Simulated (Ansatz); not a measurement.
Crystal: Cs.

```
CELL_PARAMETERS angstrom
-3.12847 3.12847 3.12847
3.12847 -3.12847 3.12847
3.12847 3.12847 -3.12847
ATOMIC_POSITIONS crystal
Cs 0.00000 0.00000 0.00000
```

```yaml
Program: Ansatz 0.2.0
Task: single point
Functional: PBE
Potentials_or_basis: all-electron LAPW, scalar-relativistic
Cutoff: 42 eV (chosen from the basis error)
Basis_error_allowed: 0.001 eV/atom
k_mesh: 6 × 6 × 6
Occupations: fermi-dirac, width 0.05 eV
Spin: no spin polarisation
```

On this cell: pressure -0.1 GPa; band gap on the k mesh none (metal or under the smearing width).

The same run follows on a disturbed copy (cell strained at random at fixed volume):

```xyz
1
Lattice="-3.2699 3.2072 3.2746 3.1395 -3.0609 2.9979 3.1843 2.9753 -3.1284" Properties=species:S:1:pos:R:3 pbc="T T T"
Cs    0.0301   -0.0100    0.0076
```

Question: What changes?

Answer: The energy (extrapolated to zero smearing) moves by -0.8 meV/atom; pressure -0.1 GPa; band gap on the k mesh none (metal or under the smearing width).
